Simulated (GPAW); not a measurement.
# ZnAu (Pm-3m) in GPAW: convergence with convergence criteria

Aim: find how far convergence criteria must go before the results for ZnAu settle, at LDA. This setting moves, with any that are tied to it; all else stays.

Everything below comes from runs of GPAW 26.7.0. Logs are shortened: lines on timing, memory, paths and dates and some standing lists are left out, and cuts for length are marked. The log counts tension as positive stress, the text compression.

### 1 Starting point

Symmetry: Pm-3m, No. 221, cubic system. Conventional cell: a = 3.147 Å, b = 3.147 Å, c = 3.147 Å, α = 90.00°, β = 90.00°, γ = 90.00°. Around Au (site symmetry m-3m) lie 8 Zn at 2.73 Å. Zn (site symmetry m-3m) is surrounded by 8 Au at 2.73 Å.

### 2 With convergence criteria density=0.001 energy=0.01 eigenstates=0.0001

Input file run.py:

```python
from ase import Atoms
from ase.dft.bandgap import bandgap
from ase.io import write
from ase.units import GPa
from gpaw import GPAW, PW

atoms = Atoms(['Au', 'Zn'],
              cell=[[3.147, 0.0, 0.0],
                    [0.0, 3.147, 0.0],
                    [0.0, 0.0, 3.147]],
              scaled_positions=[[0.0, 0.0, 0.0],
                                [0.5, 0.5, 0.5]],
              pbc=True)

calc = GPAW(mode=PW(600),
            xc='LDA',
            kpts={'size': (8, 8, 8), 'gamma': True},
            occupations={'name': 'fermi-dirac', 'width': 0.05},
            nbands=22,
            convergence={'density': 0.001, 'energy': 0.01, 'eigenstates': 0.0001},
            maxiter=100,
            txt='gpaw.txt')
atoms.calc = calc
energy = atoms.get_potential_energy()
forces = atoms.get_forces()
stress = atoms.get_stress()
calc.write('gs.gpw')
write('result.traj', atoms)
print(f'Energy: {energy:.6f} eV')
print('Forces (eV/A):')
print(forces.round(4))
print('Stress (GPa):', (stress / GPa).round(3))
print('Fermi level:', round(calc.get_fermi_level(), 4), 'eV')
print(f'Gap: {bandgap(calc)[0]:.4f} eV, direct: {bandgap(calc, direct=True)[0]:.4f} eV')
```

Potentials or basis: the program's PAW data sets (release 1.2.1) made for this functional, pw.

Started as:

```console
OMP_NUM_THREADS=1 python run.py
```

Run time: 8.8 s. Hardware: 1 thread of Arm Neoverse V2, shared host; peak memory 0.15 GiB.

What came out:

```
Free energy            : -6.8056 eV
Pressure               : -6.2 GPa
Band gap on the k mesh : none (metal or under the smearing width)
```

### 3 With convergence criteria default

run.py: that of step 2 with these lines changed.

```diff
@@ -19,3 +19,2 @@
             nbands=22,
-            convergence={'density': 0.001, 'energy': 0.01, 'eigenstates': 0.0001},
             maxiter=100,
```

Potentials or basis: the program's PAW data sets (release 1.2.1) made for this functional, pw.

Started as:

```console
OMP_NUM_THREADS=1 python run.py
```

Wall time 11 s (1 thread of Arm Neoverse V2, shared host); peak memory 0.15 GiB.

Results (log left out):

| Quantity | Value |
| --- | --- |
| Free energy | -6.8056 eV |
| Pressure | -6.0 GPa |
| Band gap on the k mesh | none (metal or under the smearing width) |

### 4 With convergence criteria density=1e-05 energy=1e-05

run.py: that of step 3 with these lines changed.

```diff
@@ -19,2 +19,3 @@
             nbands=22,
+            convergence={'density': 1e-05, 'energy': 1e-05},
             maxiter=100,
```

Started as:

```console
OMP_NUM_THREADS=1 python run.py
```

Run time: 13 s. Hardware: 1 thread of Arm Neoverse V2, shared host; peak memory 0.15 GiB.

Results (log left out):

```yaml
Free_energy: -6.8056 eV
Pressure: -6.0 GPa
Band_gap_on_the_k_mesh: none (metal or under the smearing width)
```

### 5 With convergence criteria density=1e-05 forces=0.0001

run.py: that of step 4 with these lines changed.

```diff
@@ -19,3 +19,3 @@
             nbands=22,
-            convergence={'density': 1e-05, 'energy': 1e-05},
+            convergence={'density': 1e-05, 'forces': 0.0001},
             maxiter=100,
```

Started as:

```console
OMP_NUM_THREADS=1 python run.py
```

Run time: 13 s. Hardware: 1 thread of Arm Neoverse V2, shared host; peak memory 0.15 GiB.

Results (log left out):

```yaml
Free_energy: -6.8056 eV
Pressure: -6.0 GPa
Band_gap_on_the_k_mesh: none (metal or under the smearing width)
```

### 6 With convergence criteria density=1e-06 energy=1e-06 eigenstates=1e-10

run.py: that of step 5 with these lines changed.

```diff
@@ -19,3 +19,3 @@
             nbands=22,
-            convergence={'density': 1e-05, 'forces': 0.0001},
+            convergence={'density': 1e-06, 'energy': 1e-06, 'eigenstates': 1e-10},
             maxiter=100,
```

Potentials or basis: the program's PAW data sets (release 1.2.1) made for this functional, pw.

Started as:

```console
OMP_NUM_THREADS=1 python run.py
```

gpaw.txt:

```text
__  _  _
 | _ |_)|_||  |
 |__||  | ||/\| - 26.7.0

Input parameters:
  mode=PW(ecut=600.0),
  convergence={'density': 1e-06, 'energy': 1e-06, 'eigenstates': 1e-10},
  kpts=MonkhorstPack(size=(8, 8, 8), gamma=True),
  maxiter=100,
  nbands=22,
  occupations=Occupations(name='fermi-dirac', width=0.05),
  xc=XC(name='LDA')

Diagonalizing LCAO Hamiltonian
Converting LCAO to pw mode
   .-------.
  /|       |
 * |       |
 | |  Zn   |
 | .-------.
 |/       /
 Au------*

Atoms  # Å, Bohr magnetons
|   | symbol |        x |        y |        z |    initial magnetic moments |
|---|--------|----------|----------|----------|-----------------------------|
| 0 |     Au | 0.000000 | 0.000000 | 0.000000 | ( 0.0000,  0.0000,  0.0000) |
| 1 |     Zn | 1.573500 | 1.573500 | 1.573500 | ( 0.0000,  0.0000,  0.0000) |

Unit cell  # Å
| periodic |        x |        y |        z |  lengths |    angles |
|----------|----------|----------|----------|----------|-----------|
|      yes | 3.147000 | 0.000000 | 0.000000 | 3.147000 | 90.000000 |
|      yes | 0.000000 | 3.147000 | 0.000000 | 3.147000 | 90.000000 |
|      yes | 0.000000 | 0.000000 | 3.147000 | 3.147000 | 90.000000 |

Number of symmetries: 48
Symmetry operations  # r_c * U_cc + t_c -> r_c
|    | kind |            matrix            |
|----|------|------------------------------|
|  0 |  E   |  1, 0, 0,  0, 1, 0,  0, 0, 1 |
|  1 |  σ   |  1, 0, 0,  0, 1, 0,  0, 0,-1 |
|  2 |  σ   |  1, 0, 0,  0, 0, 1,  0, 1, 0 |
|  3 |  C4  |  1, 0, 0,  0, 0, 1,  0,-1, 0 |
|  4 |  C4  |  1, 0, 0,  0, 0,-1,  0, 1, 0 |
|  5 |  σ   |  1, 0, 0,  0, 0,-1,  0,-1, 0 |
|  6 |  σ   |  1, 0, 0,  0,-1, 0,  0, 0, 1 |
|  7 |  C2  |  1, 0, 0,  0,-1, 0,  0, 0,-1 |
|  8 |  σ   |  0, 1, 0,  1, 0, 0,  0, 0, 1 |
|  9 |  C2  |  0, 1, 0,  1, 0, 0,  0, 0,-1 |
| 10 |  C3  |  0, 1, 0,  0, 0, 1,  1, 0, 0 |
| 11 |  S6  |  0, 1, 0,  0, 0, 1, -1, 0, 0 |
| 12 |  S6  |  0, 1, 0,  0, 0,-1,  1, 0, 0 |
| 13 |  C3  |  0, 1, 0,  0, 0,-1, -1, 0, 0 |
| 14 |  C4  |  0, 1, 0, -1, 0, 0,  0, 0, 1 |
| 15 |  S4  |  0, 1, 0, -1, 0, 0,  0, 0,-1 |
| 16 |  C3  |  0, 0, 1,  1, 0, 0,  0, 1, 0 |
| 17 |  S6  |  0, 0, 1,  1, 0, 0,  0,-1, 0 |
| 18 |  σ   |  0, 0, 1,  0, 1, 0,  1, 0, 0 |
| 19 |  C4  |  0, 0, 1,  0, 1, 0, -1, 0, 0 |
| 20 |  C2  |  0, 0, 1,  0,-1, 0,  1, 0, 0 |
| 21 |  S4  |  0, 0, 1,  0,-1, 0, -1, 0, 0 |
| 22 |  S6  |  0, 0, 1, -1, 0, 0,  0, 1, 0 |
| 23 |  C3  |  0, 0, 1, -1, 0, 0,  0,-1, 0 |
| 24 |  S6  |  0, 0,-1,  1, 0, 0,  0, 1, 0 |
| 25 |  C3  |  0, 0,-1,  1, 0, 0,  0,-1, 0 |
| 26 |  C4  |  0, 0,-1,  0, 1, 0,  1, 0, 0 |
| 27 |  σ   |  0, 0,-1,  0, 1, 0, -1, 0, 0 |
| 28 |  S4  |  0, 0,-1,  0,-1, 0,  1, 0, 0 |
| 29 |  C2  |  0, 0,-1,  0,-1, 0, -1, 0, 0 |
| 30 |  C3  |  0, 0,-1, -1, 0, 0,  0, 1, 0 |
| 31 |  S6  |  0, 0,-1, -1, 0, 0,  0,-1, 0 |
| 32 |  C4  |  0,-1, 0,  1, 0, 0,  0, 0, 1 |
| 33 |  S4  |  0,-1, 0,  1, 0, 0,  0, 0,-1 |
| 34 |  S6  |  0,-1, 0,  0, 0, 1,  1, 0, 0 |
| 35 |  C3  |  0,-1, 0,  0, 0, 1, -1, 0, 0 |
| 36 |  C3  |  0,-1, 0,  0, 0,-1,  1, 0, 0 |
| 37 |  S6  |  0,-1, 0,  0, 0,-1, -1, 0, 0 |
| 38 |  σ   |  0,-1, 0, -1, 0, 0,  0, 0, 1 |
| 39 |  C2  |  0,-1, 0, -1, 0, 0,  0, 0,-1 |
| 40 |  σ   | -1, 0, 0,  0, 1, 0,  0, 0, 1 |
| 41 |  C2  | -1, 0, 0,  0, 1, 0,  0, 0,-1 |
| 42 |  C2  | -1, 0, 0,  0, 0, 1,  0, 1, 0 |
| 43 |  S4  | -1, 0, 0,  0, 0, 1,  0,-1, 0 |
| 44 |  S4  | -1, 0, 0,  0, 0,-1,  0, 1, 0 |
| 45 |  C2  | -1, 0, 0,  0, 0,-1,  0,-1, 0 |
| 46 |  C2  | -1, 0, 0,  0,-1, 0,  0, 0, 1 |
| 47 |  i   | -1, 0, 0,  0,-1, 0,  0, 0,-1 |

BZ-sampling:
  Number of BZ points: 512
  Number of IBZ points: 35

  Monkhorst-Pack size: [8, 8, 8]
  Monkhorst-Pack shift: [0.0625, 0.0625, 0.0625]

K-points  # in reciprocal-cell coordinates
|     |                                coordinates |     weight |
|-----|--------------------------------------------|------------|
|   0 | (  0.00000000,   0.00000000,   0.00000000) | 0.00195312 |
|   1 | (  0.12500000,   0.00000000,   0.00000000) | 0.01171875 |
|   2 | (  0.12500000,   0.12500000,   0.00000000) | 0.02343750 |
|   3 | (  0.12500000,   0.12500000,   0.12500000) | 0.01562500 |
|   4 | (  0.25000000,   0.00000000,   0.00000000) | 0.01171875 |
|   5 | (  0.25000000,   0.12500000,   0.00000000) | 0.04687500 |
|   6 | (  0.25000000,   0.12500000,   0.12500000) | 0.04687500 |
|   7 | (  0.25000000,   0.25000000,   0.00000000) | 0.02343750 |
|   8 | (  0.25000000,   0.25000000,   0.12500000) | 0.04687500 |
|   9 | (  0.25000000,   0.25000000,   0.25000000) | 0.01562500 |
| ... |                                            |            |
|  34 | (  0.50000000,   0.50000000,   0.50000000) | 0.00195312 |

Plane wave coefficients: 1064
Cutoff: 600.0 eV

Spin-components: 1 (collinear spins)
Bands:           22
Projectors:      12
Spin-degeneracy: 2
Datatype:        complex128

Parallelization:
  kpt:    1
  domain: 1
  band:   1

Density:
  Valence electrons: 23.0
  Components: 1
  Grid points: [18 18 18]
  Charge: 0.0  # |e|

Potential:
  Grid points: [18 18 18]

species:
  Au:
    name:    Gold
    Z:       79.0
    valence: 11
    core:    68
    charge:  0.0  # [|e|]
    compensation charges:
      type: gauss
      rc: 0.42  # [Å]
      lmax: 2
    cutoffs:
      filter: 2.33  # [Å]
      core: 2.81  # [Å]
    projectors
    | kind |    occ | energy [eV] | rcut [Å] |
    |------|--------|-------------|----------|
    |   6s |  1.000 |      -6.048 |    1.323 |
    |   6p |  0.000 |      -0.888 |    1.323 |
    |   5d | 10.000 |      -7.129 |    1.323 |
    |    s |        |      21.163 |    1.323 |
    |    p |        |      26.323 |    1.323 |
    |    d |        |      20.082 |    1.323 |

    Using partial waves for Au as LCAO basis

  Zn:
    name:    Zinc
    Z:       30.0
    valence: 12
    core:    18
    charge:  0.0  # [|e|]
    compensation charges:
      type: gauss
      rc: 0.37  # [Å]
      lmax: 2
    cutoffs:
      filter: 2.14  # [Å]
      core: 2.28  # [Å]
    projectors
    | kind |    occ | energy [eV] | rcut [Å] |
    |------|--------|-------------|----------|
    |   4s |  2.000 |      -6.218 |    1.286 |
    |   4p |  0.000 |      -1.230 |    1.270 |
    |   3d | 10.000 |     -10.426 |    1.180 |
    |    s |        |      20.994 |    1.286 |
    |    p |        |      25.981 |    1.270 |
    |    d |        |      16.786 |    1.180 |

    Using partial waves for Zn as LCAO basis

Reference energy: -565101.474639  # eV

eigensolver:
  PPCG
  Converge bands: occupied
  niter=2

density mixing:
  MSR1-Mixer
  Pratt-step length: 0.05
  Maximum mixing coefficient: 0.75
  Old densities: 10
  SVD Regularization: 0.005
  Good broyden scale: 1.0
  Trust region scale: 1.0
  Backstep threshold: 4.0
  History deletion threshold: 6.0
  Fourier metric: weight=20.0, sigma=0.015

occupation numbers:
  Fermi-Dirac:
    width: 0.0500  # eV

poisson solver:
  ecut: 4800.0  # eV

xc functional:
  name: None

convergence criteria:
- Maximum integral of absolute [dens]ity change: 1e-06 electrons / valence electron
- Maximum [total energy] change in last 3 cyles: 1e-06 eV / valence electron
- Maximum integral of absolute [eigenst]ate change: 1e-10 eV^2 / valence electron
maximum number of iterations: 100

SCF iterations
|iter     | |      energy | eigst |  dens |
|---------|-|-------------|-------|-------|
|iter:   1| |   -7.374046 | -0.06 |       |
|iter:   2| |   -7.240075 | -2.69 | -1.17 |
|iter:   3| |   -6.816531 | -1.77 | -1.22 |
|iter:   4| |   -6.806492 | -3.74 | -1.89 |
|iter:   5| |   -6.804752 | -3.87 | -2.26 |
|iter:   6| |   -6.804656 | -5.26 | -3.02 |
|iter:   7| |   -6.804652 | -6.05 | -3.34 |
|iter:   8| |   -6.804652c| -7.32 | -4.14 |
|iter:   9| |   -6.804652c| -9.07 | -4.91 |
|iter:  10| |   -6.804652c| -9.25 | -5.23 |
|iter:  11| |   -6.804652c|-11.09c| -6.52c|

Converged in 11 steps
Energy contributions relative to reference atoms: (reference = -565101.474639)

Energy contributions:
  Kinetic:         -11.318041
  Coulomb:          11.186877
  Zero:              0.115554
  External:          0.000000
  Xc:               -6.788071
  Entropy:          -0.001942
  Spinorbit:         0.000000
  ----------------------------
  Free energy:      -6.805623
  Extrapolated:     -6.804652

dipole moment: (-10.909456, -10.909456, -10.909456)  # |e|*Ang

Fermi level: 8.584
Eigenvalues  # (at kpt = [0.000, 0.000, 0.000])
| band index |      eig [eV] | occ [0-2] |
|------------|---------------|-----------|
|          0 |        -1.948 |     2.000 |
|        ... |               |           |
|          3 |         1.252 |     2.000 |
|          4 |         1.252 |     2.000 |
|          5 |         1.252 |     2.000 |
|          6 |         3.288 |     2.000 |
|          7 |         3.288 |     2.000 |
|          8 |         4.992 |     2.000 |
[... 8 lines left out ...]
|         17 |        28.081 |     0.000 |
|         18 |        28.081 |     0.000 |
|        ... |               |           |
|         21 |        31.048 |     0.000 |

No gap
No difference between direct/indirect transitions

Forces  # eV/Ang
|       x |       y |       z |
|---------|---------|---------|
| 0.00000 | 0.00000 | 0.00000 |  # Au   0
| 0.00000 | 0.00000 | 0.00000 |  # Zn   1

Stress tensor  # eV/Ang^3
|        x |        y |        z |
|----------|----------|----------|
| 0.037509 | 0.000000 | 0.000000 |
| 0.000000 | 0.037509 | 0.000000 |
| 0.000000 | 0.000000 | 0.037509 |

# Writing to gs.gpw (mode='')
```

stdout:

```text
Energy: -6.804652 eV
Forces (eV/A):
[[0. 0. 0.]
 [0. 0. 0.]]
Stress (GPa): [6.01 6.01 6.01 0.   0.   0.  ]
Fermi level: 8.5837 eV
Gap: 0.0000 eV, direct: 0.0000 eV
```

Run time: 14 s. Hardware: 1 thread of Arm Neoverse V2, shared host; peak memory 0.15 GiB.

What came out:

| Item | Value |
| --- | --- |
| Free energy | -6.8056 eV |
| Pressure | -6.0 GPa |
| Band gap on the k mesh | none (metal or under the smearing width) |

### 7 The series at a glance

| convergence criteria | energy less the tightest run, at zero smearing (meV/atom) | pressure (GPa) | SCF cycles | CPU time (s) | peak memory (GiB) |
| --- | --- | --- | --- | --- | --- |
| density=0.001 energy=0.01 eigenstates=0.0001 | 0.00 | -6.16 | 6 | 8.7 | 0.15 |
| default | 0.00 | -6.02 | 9 | 11 | 0.15 |
| density=1e-05 energy=1e-05 | 0.00 | -6.01 | 10 | 13 | 0.15 |
| density=1e-05 forces=0.0001 | 0.00 | -6.01 | 11 | 13 | 0.15 |
| density=1e-06 energy=1e-06 eigenstates=1e-10 | 0.00 | -6.01 | 11 | 14 | 0.15 |

Against the tightest run, the energy stays within 1 meV/atom from density=0.001 energy=0.01 eigenstates=0.0001 on; the pressure stays within 0.1 GPa from default on. The tightest run that finished is the yardstick and may itself not be fully converged.

Caveats: with this Au data set, volumes or pressures lay over 1.5 % or 2 GPa off other programs in two to four cells of ten.
